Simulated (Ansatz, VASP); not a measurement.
**Pt: VASP beside Ansatz**

```xyz
1
Lattice="0.0000 1.9857 1.9857 1.9857 0.0000 1.9857 1.9857 1.9857 0.0000" Properties=species:S:1:pos:R:3 pbc="T T T"
Pt    0.0000    0.0000    0.0000
```

Change from the starting cell: equal engineering shear yz, xz and xy +0.0000, equal normal strain along x, y and z +0.0200.

Alike in both runs: task single point; functional LDA; k mesh 20 × 20 × 20; occupations gaussian, width 0.15 eV; no spin polarisation.

|  | VASP | Ansatz |
| --- | --- | --- |
| version | VASP 6.6.1 | Ansatz 0.2.0 |
| potentials or method | VASP PAW LDA potentials, release 64 (Pt) | scalar-relativistic, plane waves, PAW |
| plane-wave cutoff (eV) | 520 | 420 |
| valence electrons in the cell | 10 | 18 |

Ansatz gave:

* gap on the k mesh at the Fermi level (eV): none
* pressure (GPa): -15.5

Q: Which values does VASP return?

A: gap on the k mesh at the Fermi level (eV): none; pressure (GPa): -14.8.

A gap of «none» marks a metal or a gap that the smearing closes. The two sets of potentials don't hold the same shells in valence. Ansatz warned: «pseudo_functional_mismatch».

The runs have no spin-orbit coupling, so splittings on Pt are missing.
